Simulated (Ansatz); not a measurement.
AgBr under changes of volume

One of the cells (23.644 Å³/atom); the others are scaled copies at fixed shape and fractional positions:

```
Ag Br
1.0
     0.00000    2.87015    2.87015
     2.87015    0.00000    2.87015
     2.87015    2.87015    0.00000
Ag Br
1 1
Direct
  0.00000 0.00000 0.00000
  0.50000 0.50000 0.50000
```

- Program: Ansatz 0.2.0
- Functional: PBE
- Potentials or basis: all-electron LAPW, scalar-relativistic
- Cutoff: 232 eV (chosen from the basis error)
- Basis error allowed: 0.0005 eV/atom
- k mesh: 8 × 8 × 8
- Occupations: fermi-dirac, width 0.05 eV
- Spin: no spin polarisation

```tsv
volume (Å³/atom)	energy over the lowest point (meV/atom)	pressure (GPa)	gap on the mesh (eV)
22.225	?	?	?
22.698	28.77	4.6	0.67
23.171	16.98	3.4	0.67
23.644	8.56	2.3	0.67
24.116	3.15	1.4	0.68
24.589	0.39	0.5	0.68
25.062	0.00	-0.2	0.69
```

**Question.** What does the run at 22.225 Å³/atom give?

**Answer.** Energy over the lowest point 44.39 meV/atom; pressure 6.0 GPa; gap on the mesh 0.67 eV.

Worked out: A Birch-Murnaghan fit of order 3 (a polynomial in V^(-2/3)) to the other rows has its minimum at 24.91 Å³/atom with B0 = V·E''(V) = 39 GPa and B' = 5.2. It gives 44.36 meV/atom at 22.225 Å³/atom, against the run's 44.39, and -dE/dV = 6.0 GPa, against 6.0. A straight line through the other rows of the gap, of slope 0.201 eV per unit of ln V, extrapolates to 0.66 eV, against the run's 0.67.

Energies are extrapolated to zero smearing.

A mesh can miss the band edges. Spin-orbit coupling on Ag, Br is left out.
